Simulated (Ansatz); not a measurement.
The system is Tm.

```
Tm
1.0
     3.53750    0.00000    0.00000
    -1.76875    3.06356    0.00000
     0.00000    0.00000    5.55460
Tm
2
Direct
  0.66667 0.33333 0.75000
  0.33333 0.66667 0.25000
```

Alike in all runs: program Ansatz 0.2.0; functional PBEsol; potentials or basis all-electron LAPW, scalar-relativistic; cutoff 171 eV (chosen from the basis error); basis error allowed 0.001 eV/atom; k mesh 7 × 7 × 4; occupations fermi-dirac, width 0.05 eV.

Starts and where they ended:

```csv
start,free energy over the lowest (meV/atom),net moment (μB),site or absolute moments (μB),gap
"collinear spin, ferromagnetic start of up to 2 μB",0.0,2.20,Tm +1.16,none (metal or under the smearing width)
no spin polarisation,224.1,-,-,none (metal or under the smearing width)
"collinear spin, random start of up to 1.68 μB",10.8,0.00,"Tm -1.30, +1.30",none (metal or under the smearing width)
```

The spin-polarised runs without a constraint all converged, yet they end up to 11 meV/atom apart: a converged run can sit in a state that isn't the lowest. Allowing spin polarisation gains 224 meV/atom. A still lower state may exist.

Caveats: the k mesh is thin for a metal, which can move the energy by tens of meV per atom; an open f shell can end in a state above the lowest; the magnetic or orbital state may not be the lowest (some runs); spin-orbit coupling is left out, which moves the levels of the heavy elements (some runs).
